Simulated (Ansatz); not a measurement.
The parent structure is LaAlO₃ (space group R-3c, No. 167; a = 5.353 Å, c = 13.048 Å (hexagonal axes)). Axes: x lies along a and z along c of the hexagonal cell.

Level of theory: plane-wave PAW DFT at the PBEsol level (Ansatz, a first-principles code, 420 eV), no spin-orbit coupling, earlier PAW set.

Strains are applied to the cell and any free atomic positions relax; under biaxial strain the out-of-plane vector relaxes too.

One change was made to it. Results:

| quantity | base | after |
|---|---|---|
| band gap | 3.94 eV | 3.95 eV |
| energy relative to the base (free energy F) | 0 meV/atom | +0.7 meV/atom |
| pressure (mean of the normal stresses, compression positive) | 0.00 GPa | -1.94 GPa |

### Question
Name the change that was made.
A) isotropic strain −3.97 %
B) isotropic strain +1.09 %
C) uniaxial strain ε_xx = +2.33 %
D) biaxial strain +2.65 %, plane normal [001], relaxed out of plane
E) isotropic strain +0.34 %

### Answer
E, isotropic strain +0.34 %. For comparison, the energy relative to the base in the other runs: isotropic strain +1.09 % gives +6.8 meV/atom; biaxial strain +2.65 %, plane normal [001], relaxed out of plane gives +20 meV/atom; uniaxial strain ε_xx = +2.33 % gives +6.1 meV/atom; isotropic strain −3.97 % gives +107 meV/atom.

Stability against distortions was not tested.
